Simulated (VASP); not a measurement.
Wanted: the native input for a VASP 6.6.1 run.

* Task: density of states
* Functional: PBE
* Potentials or basis: VASP PAW PBE potentials, release 64 (Al, O)
* Cutoff: 520 eV
* k mesh: 5 × 5 × 5
* Occupations: gaussian, width 0.01 eV
* Spin: no spin polarisation
* Dipole correction: no
* k mesh for the DOS: 8 × 8 × 8
* Occupations for the DOS: tetrahedron
* Further INCAR settings: ALGO = Normal; EDIFF = 1e-07

Al2O3 (Corundum):

```xyz
10
Lattice="2.3803 1.3742 4.3319 -2.3803 1.3742 4.3319 0.0000 -2.7485 4.3319" Properties=species:S:1:pos:R:3 pbc="T T T"
Al    0.0000    0.0000    4.5765
Al    0.0000    0.0000    1.9213
Al    0.0000    0.0000    8.4191
Al    0.0000    0.0000   11.0743
O    -0.9203    1.3742    7.5808
O    -0.7300   -1.4841    7.5808
O     1.6503    0.1099    7.5808
O     0.9203   -1.3742    5.4148
O     0.7300    1.4841    5.4148
O    -1.6503   -0.1099    5.4148
```

One way to write it, as run:

POSCAR

```
Al2O3
1.0
    2.3802500000      1.3742380000      4.3318670000
   -2.3802500000      1.3742380000      4.3318670000
    0.0000000000     -2.7484760000      4.3318670000
Al O
4 6
Direct
    0.3521600000      0.3521600000      0.3521600000
    0.1478400000      0.1478400000      0.1478400000
    0.6478400000      0.6478400000      0.6478400000
    0.8521600000      0.8521600000      0.8521600000
    0.5566800000      0.9433200000      0.2500000000
    0.2500000000      0.5566800000      0.9433200000
    0.9433200000      0.2500000000      0.5566800000
    0.4433200000      0.0566800000      0.7500000000
    0.7500000000      0.4433200000      0.0566800000
    0.0566800000      0.7500000000      0.4433200000
```

INCAR.step1

```
SYSTEM = Al2O3
PREC = Accurate
ENCUT = 520
EDIFF = 1E-7
ISMEAR = 0
SIGMA = 0.01
LREAL = .FALSE.
LASPH = .TRUE.
NELM = 100
ALGO = Normal
ISIF = 2
LWAVE = .FALSE.
LCHARG = .TRUE.
GGA = PE
NBANDS = 35
```

KPOINTS.step1

```
regular mesh
0
G
  5 5 5
  0 0 0
```

INCAR.step2

```
SYSTEM = Al2O3
PREC = Accurate
ENCUT = 520
EDIFF = 1E-7
ISMEAR = -5
SIGMA = 0.01
LREAL = .FALSE.
LASPH = .TRUE.
NELM = 100
ALGO = Normal
ISIF = 2
LWAVE = .FALSE.
LCHARG = .FALSE.
GGA = PE
LORBIT = 10
NEDOS = 1001
ICHARG = 11
```

KPOINTS.step2

```
regular mesh
0
G
  8 8 8
  0 0 0
```

Potentials or basis: VASP PAW PBE potentials, release 64 (Al, O).

Launch:

```bash
$ cat potpaw_PBE.64/Al/POTCAR potpaw_PBE.64/O/POTCAR > POTCAR
$ cp INCAR.step1 INCAR
$ cp KPOINTS.step1 KPOINTS
$ mpirun -np 1 vasp_std > vasp.out
$ cp INCAR.step2 INCAR
$ cp KPOINTS.step2 KPOINTS
$ mpirun -np 1 vasp_std > vasp.out
```

It gave:

```
Valence electrons inside the program's atomic spheres : Al 0.71; O 5.19
```

Wall time 110 s on 1 thread of Intel(R) Xeon(R) Platinum 8488C (Sapphire Rapids), with other jobs on the host, peak memory 0.29 GiB.
